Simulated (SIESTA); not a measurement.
Mg:

```
Mg
1.0
     0.00000    2.24426    2.24426
     2.24426    0.00000    2.24426
     2.24426    2.24426    0.00000
Mg
1
Direct
  0.00000 0.00000 0.00000
```

This isn't the form of Mg at room conditions, which is hcp.

* Program: SIESTA 5.4.2
* Task: single point
* Functional: PBE
* Potentials or basis: PseudoDojo 0.4 standard (PBE files)
* Basis: DZP (energy shift 0.003 Ry; two zetas on semicore shells)
* Grid cutoff: 800 Ry
* Energy shift: 0.003 Ry
* k mesh: 10 × 10 × 10
* Occupations: fermi-dirac, width 0.05 eV
* Spin: no spin polarisation

On this cell: pressure 2.6 GPa; band gap on the k mesh none (metal or under the smearing width).

The same run follows on a disturbed copy (cell strained at random at fixed volume):

```
CELL_PARAMETERS angstrom
0.02074 2.21365 2.27413
2.26756 0.04128 2.25359
2.30140 2.22695 0.00745
ATOMIC_POSITIONS crystal
Mg 0.00172 0.00720 0.98951
```

Task: What does the disturbed cell give?

Result: The energy (extrapolated to zero smearing) moves by +1.5 meV/atom; pressure 2.6 GPa; band gap on the k mesh none (metal or under the smearing width).

Stress tensor (GPa, compression positive):
```
 2.50 -0.85  0.16
-0.85  2.80 -0.48
 0.16 -0.48  2.53
```

Caveats: the basis of atomic orbitals isn't converged, which shifts pressures, moduli and gaps.
